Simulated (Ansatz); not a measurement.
**NaF: response to strain**

NaF is deformed so: z strained by +1 % at fixed volume. What stress and forces result, by LAPW, PAW and all-electron datasets made for the crystal?

Method: DFT PBE, scalar-relativistic, in Ansatz 0.2.0.

1 further run of the same task is left out (set aside as unsound or not needed).

### 1 Starting point

Symmetry: Fm-3m, No. 225, cubic system. Conventional cell: a = 4.701 Å, b = 4.701 Å, c = 4.701 Å, α = 90.00°, β = 90.00°, γ = 90.00°. Na (site symmetry m-3m) is surrounded by 6 F at 2.35 Å. F (site symmetry m-3m) has 6 Na at 2.35 Å as nearest neighbours.

Structure file:

```cif
data_structure
_symmetry_space_group_name_H-M 'Fm-3m'
_symmetry_Int_Tables_number 225
_cell_length_a 4.7011
_cell_length_b 4.7011
_cell_length_c 4.7011
_cell_angle_alpha 90.000
_cell_angle_beta 90.000
_cell_angle_gamma 90.000
_cell_volume 103.90
loop_
_atom_site_label
_atom_site_type_symbol
_atom_site_symmetry_multiplicity
_atom_site_Wyckoff_symbol
_atom_site_fract_x
_atom_site_fract_y
_atom_site_fract_z
_atom_site_occupancy
Na1 Na 4 a 0.00000 0.00000 0.00000 1
F1 F 4 b 0.50000 0.00000 0.00000 1
```

The file gives the conventional cell by its symmetry; the runs use the cell typed in the input.

Atoms are numbered in the order of the input: Na1, F2.

### 2 The deformed structure

Space group Fm-3m before, I4/mmm after.

### 3 Full-potential LAPW

input.yaml

```yaml
crystal:
  lattice:
    - [0.0, 2.338904187, 2.3740753131]
    - [2.338904187, 0.0, 2.3740753131]
    - [2.338904187, 2.338904187, 0.0]
  atoms:
    - { symbol: Na, position: [0.0, 0.0, 0.0] }
    - { symbol: F, position: [0.5, 0.5, 0.5] }
kpoints:
  mp_grid: { grid: [16, 16, 16] }
scf:
  occupations: { method: fermi_dirac, width: 0.05 }
hamiltonian:
  xc: pbe
  pseudopotentials: { kind: all_electron, lapw: { basis_error: 0.0005 } }
output:
  forces: true
  stress: true
  eigenvalues: true
```

### 4 PAW on the default files

Edit input.yaml of step 3 so:

```diff
@@ -14,3 +14,3 @@
   xc: pbe
-  pseudopotentials: { kind: all_electron, lapw: { basis_error: 0.0005 } }
+  pseudopotentials: { kind: paw }
 output:
@@ -19 +19,2 @@
   eigenvalues: true
+  efg: { contact_densities: true }
```

### 5 Datasets made for this crystal

Edit input.yaml of step 4 so:

```diff
@@ -14,3 +14,3 @@
   xc: pbe
-  pseudopotentials: { kind: paw }
+  pseudopotentials: { kind: all_electron, datasets: crystal }
 output:
```

(Steps that only read results are left out.)

What does the calculation give? Wanted: pressure; largest shear or deviatoric stress.

As calculated:

| quantity | value |
| --- | --- |
| pressure | LAPW 0.05, PAW 0.03, crystal datasets 0.05 GPa |
| largest shear or deviatoric stress (LAPW) | 0.66 GPa |

What this shows: The largest part of the stress beyond the pressure is 0.66 GPa in size, in the zz component; the atoms are carried along and not relaxed. No run of the undeformed cell stands beside it, so the pressure holds what the given cell had before the change. PAW: stress within 0.02 GPa of LAPW. Crystal datasets: stress within 0.01 GPa of LAPW.
